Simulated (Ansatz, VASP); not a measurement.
PbS: VASP beside Ansatz

Contents of INCAR:

```
SYSTEM = PbS
PREC     = Accurate       ! precision mode
ENCUT    = 520            ! plane-wave cutoff, eV
EDIFF    = 1E-6           ! SCF threshold, eV
ISMEAR   = -1             ! smearing method
SIGMA    = 0.01           ! smearing width, eV
LREAL    = .FALSE.        ! projectors in reciprocal space
LASPH    = .TRUE.         ! aspherical terms in the spheres
NELM     = 60             ! most SCF steps
ALGO     = Normal         ! electronic algorithm
ISIF     = 2              ! what is computed and relaxed
LWAVE    = .FALSE.        ! write WAVECAR
LCHARG   = .FALSE.        ! write CHGCAR
GGA      = PE             ! functional
NBANDS   = 17             ! bands
```

Contents of KPOINTS:

```
regular mesh
0
G
  8 8 8
  0 0 0
```

The input POSCAR:

```
PbS
1.0
    0.0593000000      2.9946500000      2.9946500000
    2.9946500000      0.0593000000      2.9946500000
    2.9946500000      2.9946500000      0.0593000000
Pb S
1 1
Direct
    0.0000000000      0.0000000000      0.0000000000
    0.5000000000      0.5000000000      0.5000000000
```

Input for Ansatz:

```yaml
crystal:
  lattice:
    - [0.0593, 2.99465, 2.99465]
    - [2.99465, 0.0593, 2.99465]
    - [2.99465, 2.99465, 0.0593]
  atoms:
    - { symbol: Pb, position: [0.0, 0.0, 0.0] }
    - { symbol: S, position: [0.5, 0.5, 0.5] }
kpoints:
  mp_grid: { grid: [8, 8, 8] }
  band_path:
    path:
      - [0.0, 0.0, 0.0]
      - [0.5, 0.5, 0.5]
      - [0.2451701269, 0.5, 0.7548298731]
      - [-0.2451701269, 0.2451701269, 0.5]
      - [0.0, 0.0, 0.5]
      - [0.0, 0.0, 0.0]
      - [-0.3725850634, 0.0, 0.3725850634]
      - [0.0, 0.3725850634, 0.6274149366]
      - [0.0, 0.5, 0.5]
    npoints: 5
scf:
  occupations: { method: fermi_dirac, width: 0.01 }
hamiltonian:
  xc: pbe
  pseudopotentials: { kind: all_electron, lapw: { basis_error: 0.0005 } }
output:
  forces: true
  stress: true
  eigenvalues: true
```

Change from the starting cell: equal xy, yz and zx shear strains of +2 %.

Alike in both runs: task single point; functional PBE; k mesh 8 × 8 × 8; occupations fermi-dirac, width 0.01 eV; no spin polarisation.

|  | VASP | Ansatz |
| --- | --- | --- |
| version | VASP 6.6.1 | Ansatz 0.2.0 |
| potentials or method | VASP PAW PBE potentials, release 64 (Pb_d, S) | all-electron LAPW, scalar-relativistic |
| plane-wave cutoff (eV) | 520 | see its input |

Ansatz gave:

| Quantity | Value |
| --- | --- |
| pressure (GPa) | 2.3 |
| largest component of the traceless stress (GPa) | 0.41 |

Task: What did VASP give for the same quantities?

Result: Pressure (GPa): 2.2; largest component of the traceless stress (GPa): 0.41.

Ansatz ran all-electron here, so the differences hold the error of VASP's frozen core and of both bases.

Caveats: spin-orbit coupling is left out, which as a rule narrows the gap of such compounds by several tenths of an eV.
